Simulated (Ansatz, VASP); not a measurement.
# Hf in VASP and in Ansatz

INCAR

```
ALGO = Normal ; EDIFF = 1E-6
ENCUT = 520 ; GGA = PE
ISIF = 2 ; ISMEAR = -1
LASPH = True ; LCHARG = False
LREAL = False ; LWAVE = False
NBANDS = 17 ; NELM = 60
PREC = Accurate ; SIGMA = 0.05
```

The input KPOINTS:

```
k-points
0
Gamma
  10 10 5
```

POSCAR

```
Hf
1.0
    3.2178708157      0.0000000000      0.0000000000
   -1.6089354078      2.7867578725      0.0000000000
    0.0000000000      0.0000000000      5.0912963404
Hf
2
Direct
    0.6666666667      0.3333333333      0.7500000000
    0.3333333333      0.6666666667      0.2500000000
```

The input input.yaml:

```yaml
crystal:
  lattice:
    - [3.2178708157, 0.0, 0.0]
    - [-1.6089354078, 2.7867578725, 0.0]
    - [0.0, 0.0, 5.0912963404]
  atoms:
    - { symbol: Hf, position: [0.6666666667, 0.3333333333, 0.75] }
    - { symbol: Hf, position: [0.3333333333, 0.6666666667, 0.25] }
kpoints:
  mp_grid: { grid: [10, 10, 5] }
scf:
  occupations: { method: fermi_dirac, width: 0.05 }
hamiltonian:
  xc: pbe
  pseudopotentials: { kind: all_electron, lapw: { basis_error: 0.0005 } }
output:
  forces: true
  stress: true
  eigenvalues: true
```

Change from the starting cell: volume scaled by 1.02.

Alike in both runs: task single point; functional PBE; k mesh 10 × 10 × 5; occupations fermi-dirac, width 0.05 eV; no spin polarisation.

|  | VASP | Ansatz |
| --- | --- | --- |
| version | VASP 6.6.1 | Ansatz 0.2.0 |
| potentials or method | VASP PAW PBE potentials, release 64 (Hf_pv) | all-electron LAPW, scalar-relativistic |
| plane-wave cutoff (eV) | 520 | see its input |

|  | VASP | Ansatz | Ansatz less VASP |
| --- | --- | --- | --- |
| gap on the k mesh at the Fermi level (eV) | none | none | - |
| pressure (GPa) | -1.9 | -1.5 | +0.45 |
| largest component of the traceless stress (GPa) | 0.37 | 0.31 | -0.059 |

A gap of «none» marks a metal or a gap that the smearing closes. Ansatz ran all-electron here, so the differences hold the error of VASP's frozen core and of both bases.

The runs have no spin-orbit coupling, so splittings on Hf are missing.
